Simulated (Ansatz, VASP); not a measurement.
# One calculation of Cu, two programs

```xyz
1
Lattice="0.0000 1.7816 1.7816 1.7816 0.0000 1.7816 1.7816 1.7816 0.0000" Properties=species:S:1:pos:R:3 pbc="T T T"
Cu    0.0000    0.0000    0.0000
```

Alike in both runs: functional PBEsol; k mesh 26 × 26 × 26; no spin polarisation.

Ansatz relaxed the structure, and its values are those at the end. VASP's run is a single point on that final structure, the one shown.

|  | VASP | Ansatz |
| --- | --- | --- |
| version | VASP 6.6.1 | Ansatz 0.2.0 |
| potentials or method | VASP PAW PBE potentials, release 64 (Cu) | plane-wave PAW, scalar-relativistic |
| plane-wave cutoff (eV) | 520 | 420 |
| occupations | methfessel-paxton of order 1, width 0.1 eV | cold, width 0.1 eV |
| valence electrons in the cell | 11 | 19 |

VASP gave:

| Quantity | Value |
| --- | --- |
| pressure (GPa) | 0.8 |

Problem. Estimate Ansatz's values.

Solution. Pressure (GPa): 0.0.

The two sets of potentials don't hold the same shells in valence. Ansatz warned: «pseudo_functional_mismatch».

Caveats: the PAW data sets were made with another functional, which shifts forces and pressure a little (VASP).
